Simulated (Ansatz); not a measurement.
# ZrN: the cost of one run

Computed with Ansatz 0.2.0 (DFT PBEsol, frozen-core PAW, scalar-relativistic unless said, unless a step's input says otherwise).

The COD entry's cell or inner coordinates are ideal or old and differ from later refinements, so a difference from it is no clean test against experiment.

## (1) The system as given

It takes space group Fm-3m (No. 225, cubic). The conventional cell has a = 4.600 Å, b = 4.600 Å, c = 4.600 Å, α = 90.00°, β = 90.00°, γ = 90.00°. Zr (site symmetry m-3m) is surrounded by 6 N at 2.30 Å. N (site symmetry m-3m) has 6 Zr at 2.30 Å as nearest neighbours.

As a file:

```xyz
2
Lattice="0.0000 2.3000 2.3000 2.3000 0.0000 2.3000 2.3000 2.3000 0.0000" Properties=species:S:1:pos:R:3 pbc="T T T"
Zr    2.3000    2.3000    2.3000
N     0.0000    0.0000    0.0000
```

Cartesian axes are those of the input's lattice vectors. The structure goes back to a database entry.

## (2) Cell and atoms relaxed, PAW

input.yaml reads:

```yaml
crystal:
  lattice:
    - [0.0, 2.3, 2.3]
    - [2.3, 0.0, 2.3]
    - [2.3, 2.3, 0.0]
  atoms:
    - { symbol: Zr, position: [0.5, 0.5, 0.5] }
    - { symbol: "N", position: [0.0, 0.0, 0.0] }
kpoints:
  mp_grid: { grid: [18, 18, 18] }
scf:
  occupations: { method: fermi_dirac, width: 0.1 }
hamiltonian:
  xc: pbesol
  pseudopotentials: { kind: paw }
relax:
  f_tol: 0.002
  max_steps: 80
  cell: {}
output:
  forces: true
  stress: true
```

On the command line:

```bash
$ ansatz run input.yaml --threads 1 --pin off --max-ram 3072MiB --backend cpu --events-out ev --progress --plain --runs-dir out
```

What time and memory should one allow on 1 thread of Intel Xeon Platinum 8488C (Sapphire Rapids), shared host?

About 16 s, with a peak of 0.41 GiB.
